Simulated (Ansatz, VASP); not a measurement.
CuAu in VASP and in Ansatz

```
Cu Au
1.0
     2.63490    0.00000    0.00000
     0.00000    2.63490    0.00000
     0.00000    0.00000    4.14432
Cu Au
1 1
Direct
  0.50000 0.50000 0.50000
  0.00000 0.00000 0.00000
```

Alike in both runs: task single point; functional PBE; k mesh 18 × 18 × 14; occupations gaussian, width 0.15 eV; no spin polarisation.

```csv
,VASP,Ansatz
version,VASP 6.6.1,Ansatz 0.2.0
potentials or method,"VASP PAW PBE potentials, release 64 (Cu, Au)","scalar-relativistic, plane waves, PAW"
plane-wave cutoff (eV),520,420
valence electrons in the cell,22,38
```

```csv
,VASP,Ansatz,Ansatz less VASP
gap on the k mesh at the Fermi level (eV),none,none,-
pressure (GPa),10.6,10.5,-0.02
largest component of the traceless stress (GPa),11.95,12.09,+0.135
```

A gap of «none» marks a metal or a gap that the smearing closes. The two sets of potentials don't hold the same shells in valence.

Spin-orbit coupling is left out, which matters for the levels of Au.
